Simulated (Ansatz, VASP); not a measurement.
# C in VASP and in Ansatz

File INCAR:

```
ALGO = Fast
EDIFF = 1E-6
ENCUT = 520
GGA = PE
ISIF = 2
ISMEAR = -1
LASPH = T
LCHARG = F
LREAL = F
LWAVE = F
NBANDS = 11
NELM = 60
PREC = Accurate
SIGMA = 0.05
```

KPOINTS

```
k-points
0
Gamma
  13 13 8
```

File POSCAR:

```
C
1.0
    2.1485935103     -1.2405652644      0.0000000000
    2.1485935103      1.2405652644      0.0000000000
   -1.3928603272      0.0000000000      3.5028300786
C
2
Direct
    0.1666444700      0.1666444700      0.9999069600
    0.8333555300      0.8333555300      0.0000930400
```

File input.yaml:

```yaml
crystal:
  lattice:
    - [2.1485935103, -1.2405652644, 0.0]
    - [2.1485935103, 1.2405652644, 0.0]
    - [-1.3928603272, 0.0, 3.5028300786]
  atoms:
    - { symbol: C, position: [0.16664447, 0.16664447, 0.99990696] }
    - { symbol: C, position: [0.83335553, 0.83335553, 9.304e-05] }
hamiltonian:
  xc: pbe
  pseudopotentials: { kind: paw }
kpoints:
  mp_grid: { grid: [13, 13, 8] }
scf:
  occupations: { method: fermi_dirac, width: 0.05 }
output:
  forces: true
  stress: true
  eigenvalues: true
```

Change from the starting cell: strain = 0.01.

Alike in both runs: task single point; functional PBE; k mesh 13 × 13 × 8; occupations fermi-dirac, width 0.05 eV; no spin polarisation.

```csv
,VASP,Ansatz
version,VASP 6.6.1,Ansatz 0.2.0
potentials or method,"VASP PAW PBE potentials, release 64 (C)",Ansatz PAW
plane-wave cutoff (eV),520,420
valence electrons in the cell,8,8
```

|  | VASP | Ansatz | Ansatz less VASP |
| --- | --- | --- | --- |
| gap on the k mesh at the Fermi level (eV) | 0.88 | 0.88 | +0.001 |
| least direct gap on the mesh (eV) | 0.89 | 0.89 | 0.000 |
| pressure (GPa) | -3.6 | -4.0 | -0.41 |
| largest component of the traceless stress (GPa) | 5.70 | 6.20 | +0.503 |

The functional is the same, so the differences come from potentials, cutoffs and numerics.

Caveats: this functional lacks dispersion, which binds the layers, so the pressure and a relaxed spacing across them are unreliable; an odd mesh through Γ misses points on the zone boundary, where band edges often lie (VASP); odd divisions of the mesh miss points on the zone boundary, where band edges often lie, so the gap on the mesh can be too wide (Ansatz); the pressure holds a Pulay correction of +0.5 GPa for the finite cutoff (Ansatz).
